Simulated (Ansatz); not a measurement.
**Te: what symmetry allows forces and stress to be**

```xyz
3
Lattice="4.2570 0.0000 0.0000 -2.1285 3.8842 0.0689 0.0000 0.1059 5.5593" Properties=species:S:1:pos:R:3 pbc="T T T"
Te    1.0332    0.0176    0.9265
Te   -0.5166    1.3660    4.4960
Te    1.6119    2.6594    2.9853
```

These are results of DFT PBE, scalar-relativistic, plane waves, PAW (Ansatz 0.2.0), not measurements.

Plane waves to 420 eV, a k mesh through Γ of 9×9×6 on the computed 3-atom cell and Gaussian smearing (0.05 eV); no spin polarisation.

This distorted cell has space group C2, with 2 operations.

Without a calculation: in which directions can each atom feel a force?

A force must be left unchanged by every operation that keeps its atom in place, so it lies in the space that those operations leave fixed. Atoms that the group maps onto each other feel forces of one size.
```
atom site symmetry operations at the site equivalent to atom allowed force (Cartesian)
 Te1              2                       2                   1   along (1.00, 0.00, 0.00)
 Te2              1                       1                   2              any direction
 Te3              1                       1                   2              any direction
```

That leaves 4 independent force components of 9, tied by 1 condition that the forces sum to zero, so 3 remain. A relaxation in this cell that keeps the symmetry moves the atoms in these directions alone.

And the stress tensor?

It must be invariant under the point group, which leaves 4 independent components: xz, xy vanish.

Do the computed values obey this?

Yes. Forces (eV/Å):
```
Te1  1.578  0.000  0.000
Te2 -0.789 -0.458  1.353
Te3 -0.789  0.458 -1.353
```

Stress (GPa, compression positive, xx yy zz yz xz xy): 10.19 6.29 10.04 -4.82 0.00 0.00. The program imposes the same operations on density, forces and stress, so this confirms the analysis and is no independent test of the calculation.